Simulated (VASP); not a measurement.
# AlN, NMR shieldings and orbital susceptibility: which settings are enough?

AlN, F-43m (no. 216), 2 atoms in the cell. PBE, GIPAW shieldings; PAW potentials Al, N (PBE set). VASP 6.6.1.

Wanted: isotropic shielding within 1 ppm; span within 2 ppm.

POSCAR:
```
AlN
1.0
    0.0000000000      2.1839935596      2.1839935596
    2.1839935596      0.0000000000      2.1839935596
    2.1839935596      2.1839935596      0.0000000000
Al N
1 1
Direct
    0.0000000000      0.0000000000      0.0000000000
    0.2500000000      0.2500000000      0.2500000000
```

The series start from ENCUT (eV): 600; k mesh: 7 × 7 × 7; EDIFF (eV): 1e-8; PREC: Accurate; Projectors: LREAL = F, NLSPLINE = T; LNMR_SYM_RED: yes; ALGO: Normal. Each series keeps the choices made before it, and each single choice may use up half of a tolerance.

## ENCUT (eV)

| ENCUT (eV) | Isotropic shielding, largest deviation (ppm) | Span, largest deviation (ppm) | Time (s) |
|---|---|---|---|
| 400 | 1.7 | 0.0 | 18 |
| 500 | 0.7 | 0.0 | 19 |
| 600 | 1.1 | 0.0 | 42 |
| 700 | 0.5 | 0.0 | 48 |
| 800 | 0.1 | 0.0 | 49 |
| 1000 (reference) | 0.0 | 0.0 | 47 |

Chosen: 800, the loosest value from which every tighter one stays within half of the tolerance.

## k mesh

| k mesh | Isotropic shielding, largest deviation (ppm) | Span, largest deviation (ppm) | Time (s) |
|---|---|---|---|
| 3 × 3 × 3 | 105.3 | 0.0 | 11 |
| 4 × 4 × 4 | 17.7 | 0.0 | 19 |
| 5 × 5 × 5 | 6.7 | 0.0 | 28 |
| 6 × 6 × 6 | 4.3 | 0.0 | 40 |
| 7 × 7 × 7 | 2.1 | 0.0 | 49 |
| 9 × 9 × 9 | 0.4 | 0.0 | 82 |
| 11 × 11 × 11 (reference) | 0.0 | 0.0 | 130 |

Chosen: 9 × 9 × 9.

## EDIFF (eV)

| EDIFF (eV) | Isotropic shielding, largest deviation (ppm) | Span, largest deviation (ppm) | Time (s) |
|---|---|---|---|
| 0.0001 | 1.0 | 0.0 | 51 |
| 1e-5 | 0.3 | 0.0 | 60 |
| 1e-6 | 0.1 | 0.0 | 67 |
| 1e-7 | 0.0 | 0.0 | 73 |
| 1e-8 | 0.0 | 0.0 | 82 |
| 1e-9 (reference) | 0.0 | 0.0 | 90 |

Chosen: 1e-5.

## PREC

| PREC | Isotropic shielding, largest deviation (ppm) | Span, largest deviation (ppm) | Time (s) |
|---|---|---|---|
| Accurate | 0.0 | 0.0 | 60 |
| Normal | 0.0 | 0.0 | 31 |

Chosen: Normal, the fastest of those that stay within half of the tolerance.

## Projectors

| Projectors | Isotropic shielding, largest deviation (ppm) | Span, largest deviation (ppm) | Time (s) |
|---|---|---|---|
| LREAL = F, NLSPLINE = T | 0.0 | 0.0 | 31 |
| LREAL = Auto | 0.0 | 0.0 | 39 |
| LREAL = F, NLSPLINE = F | 0.5 | 0.0 | 31 |

Chosen: LREAL = F, NLSPLINE = T; no other choice that stays within half of the tolerance saves 30 % of the time.

## LNMR_SYM_RED

| LNMR_SYM_RED | Isotropic shielding, largest deviation (ppm) | Span, largest deviation (ppm) | Time (s) |
|---|---|---|---|
| yes | 0.0 | 0.0 | 31 |
| no | 0.0 | 0.0 | 30 |

Chosen: yes.

## ALGO

| ALGO | Isotropic shielding, largest deviation (ppm) | Span, largest deviation (ppm) | Time (s) |
|---|---|---|---|
| Normal | 0.0 | 0.0 | 31 |
| Fast | 0.1 | 0.0 | 31 |
| All | 0.1 | 0.0 | 32 |

Chosen: Normal.

## All choices together

| Input | Isotropic shielding, largest deviation (ppm) | Span, largest deviation (ppm) | Time (s) |
|---|---|---|---|
| defaults but for LCHIMAG, on a 6 × 6 × 6 mesh (naive) | 4.0 | 0.0 | 4.5 |
| chosen settings | 0.5 | 0.0 | 31 |
| reference settings throughout | 0.0 | 0.0 | 140 |

The tolerance is met.

Values of the reference run: Isotropic shielding: 441.9, 113.3 ppm, absolute isotropic shielding with the core part, with the G = 0 term; Span: 0, 0 ppm.

## The input

INCAR:
```
SYSTEM = AlN
GGA = PE
PREC = Normal
ENCUT = 800
EDIFF = 1E-5
LREAL = .FALSE.
LASPH = .TRUE.
ALGO = Normal
NELM = 120
LWAVE = .FALSE.
LCHARG = .FALSE.
LCHIMAG = .TRUE.
LNMR_SYM_RED = .TRUE.
NLSPLINE = .TRUE.
ISMEAR = 0
SIGMA = 0.01
KPAR = 2
```

KPOINTS:
```
Automatic mesh
0
Gamma
  9 9 9
  0 0 0
```

Commands:
```
cat potpaw_PBE.64/Al/POTCAR potpaw_PBE.64/N/POTCAR > POTCAR
mpirun -np 2 vasp_std > vasp.out
```

Limits: The pGv and vGv forms of the susceptibility differ by more than 5 %, and the shieldings take over part of that uncertainty through the G = 0 term.

The chosen input took VASP 6.6.1 31 s on 2 cores (Intel Xeon Platinum 8488C (Sapphire Rapids)), a shared host.

## An input that fails: step DQ far too long

It runs to its end, but against the unchanged starting input it is off by 98.5 ppm in the isotropic shielding, 0.0 ppm in the span.

Changes against the starting input:
```
+ DQ = 0.2
```
